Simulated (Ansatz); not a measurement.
**Density of states of SiC**

```cif
data_structure
_symmetry_space_group_name_H-M 'P6_3mc'
_symmetry_Int_Tables_number 186
_cell_length_a 3.0760
_cell_length_b 3.0760
_cell_length_c 5.0480
_cell_angle_alpha 90.000
_cell_angle_beta 90.000
_cell_angle_gamma 120.000
_cell_volume 41.36
loop_
_atom_site_label
_atom_site_type_symbol
_atom_site_symmetry_multiplicity
_atom_site_Wyckoff_symbol
_atom_site_fract_x
_atom_site_fract_y
_atom_site_fract_z
_atom_site_occupancy
Si1 Si 2 b 0.33333 0.66667 0.00000 1
C1 C 2 b 0.33333 0.66667 0.38500 1
```

The runs use the primitive cell with vectors (3.076, 0.000, 0.000), (-1.538, 2.664, 0.000), (0.000, 0.000, 5.048) Å, to which the k mesh refers.

It takes space group P6_3mc (No. 186, hexagonal). Conventional cell: a = 3.076 Å, b = 3.076 Å, c = 5.048 Å, α = 90.00°, β = 90.00°, γ = 120.00°. Around Si (site symmetry 3m) lie 4 C at 1.87 to 1.94 Å. Around C (site symmetry 3m) lie 4 Si at 1.87 to 1.94 Å.

The geometry is COD entry 9008875, unchecked; take it as a test cell.

Computed with Ansatz 0.2.0, DFT, PBEsol, all-electron LAPW, scalar-relativistic.

Settings: a Γ-centred 15×15×8 k mesh, Fermi–Dirac smearing of 0.08 eV, basis error target 1 meV/atom, no spin polarisation.

**Question.** Which of the resolved shells contributes most in the top eV of the valence band?

**Answer.** C 2p, with 85 % of all states there; Si 3p follows with 11 %.

**Question.** Tabulate the density of states.

**Answer.** States per eV and cell, averaged over 0.6 eV, from -12.5 to 4.1 eV, with energies (bin centres) from the valence-band top; empty bins are left out. The partial columns, the largest 4 alone, are projections on Löwdin-orthogonalised atomic shells (those that the program's projection atoms carry: the occupied ones and, for some elements, an empty d or f shell; other empty shells have no column), summed over atoms of an element. Weights on diffuse s and p shells depend on that basis and aren't pure angular character.
```
E (eV)  total  C 2p  Si 3p  C 2s  Si 3s
 -12.3   1.13  0.08   0.32  0.49   0.23
 -11.7   1.08  0.06   0.33  0.51   0.17
 -11.1   1.32  0.04   0.47  0.70   0.10
 -10.5   0.50  0.01   0.19  0.28   0.01
  -8.7   0.18  0.09   0.03  0.00   0.05
  -8.1   1.22  0.62   0.19  0.05   0.35
  -7.5   1.48  0.72   0.25  0.10   0.40
  -6.9   0.97  0.47   0.20  0.11   0.18
  -6.3   1.12  0.55   0.29  0.13   0.15
  -5.7   1.16  0.60   0.34  0.09   0.12
  -5.1   1.25  0.68   0.37  0.09   0.10
  -4.5   1.46  0.83   0.44  0.08   0.09
  -3.9   1.56  0.93   0.46  0.07   0.08
  -3.3   1.96  1.23   0.58  0.06   0.07
  -2.7   2.03  1.34   0.55  0.05   0.06
  -2.1   2.67  1.89   0.65  0.04   0.05
  -1.5   1.82  1.38   0.37  0.02   0.02
  -0.9   0.87  0.72   0.12  0.01   0.01
  -0.3   0.25  0.22   0.02  0.00   0.00
   2.1   0.01  0.00   0.00  0.00   0.00
   2.7   0.29  0.03   0.12  0.04   0.03
   3.3   1.14  0.15   0.48  0.18   0.10
   3.9   1.36  0.20   0.57  0.19   0.11
```
